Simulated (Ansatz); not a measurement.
Crystal: MgS.

```
CELL_PARAMETERS angstrom
4.03462 0.00000 0.00000
-2.01731 3.49409 0.00000
0.00000 0.00000 6.43229
ATOMIC_POSITIONS crystal
S 0.66667 0.33333 0.87924
S 0.33333 0.66667 0.37924
Mg 0.33333 0.66667 0.99575
Mg 0.66667 0.33333 0.49575
```

The cell comes from a database or a generator and needn't be the stable form of this composition.

```yaml
Program: Ansatz 0.2.0
Task: single point
Functional: PBEsol
Potentials_or_basis: Ansatz PAW
Cutoff: "420 eV (not typed: the program's choice for these potentials)"
k_mesh: 8 × 8 × 4
Occupations: fermi-dirac, width 0.05 eV
Spin: no spin polarisation
```

On this cell: pressure -0.3 GPa; largest force 0.045 eV/Å; band gap on the k mesh 3.27 eV, direct.

The same run follows on a disturbed copy (atoms moved at random, drawn with an rms of 0.05 Å):

```
S Mg
1.0
     4.03462    0.00000    0.00000
    -2.01731    3.49409    0.00000
     0.00000    0.00000    6.43229
S Mg
2 2
Direct
  0.66170 0.33747 0.87235
  0.33641 0.66494 0.37150
  0.33406 0.66863 0.99751
  0.66446 0.32535 0.50085
```

Q: What changes?

A: The energy moves by +6.1 meV/atom; pressure -0.2 GPa; largest force 0.453 eV/Å; band gap on the k mesh 3.36 eV, direct.

Forces in eV/Å, atoms in the order of the input:
```
S    0.156 -0.054  0.338
S   -0.053 -0.099  0.339
Mg  -0.137  0.041 -0.239
Mg   0.034  0.113 -0.438
```

Stress tensor (GPa, compression positive):
```
-1.08 -0.36 -0.13
-0.36 -0.94  0.20
-0.13  0.20  1.55
```

Caveats: the PAW data sets come from PBE, with cores solved anew for the run's functional, which leaves a small shift of forces and pressure.

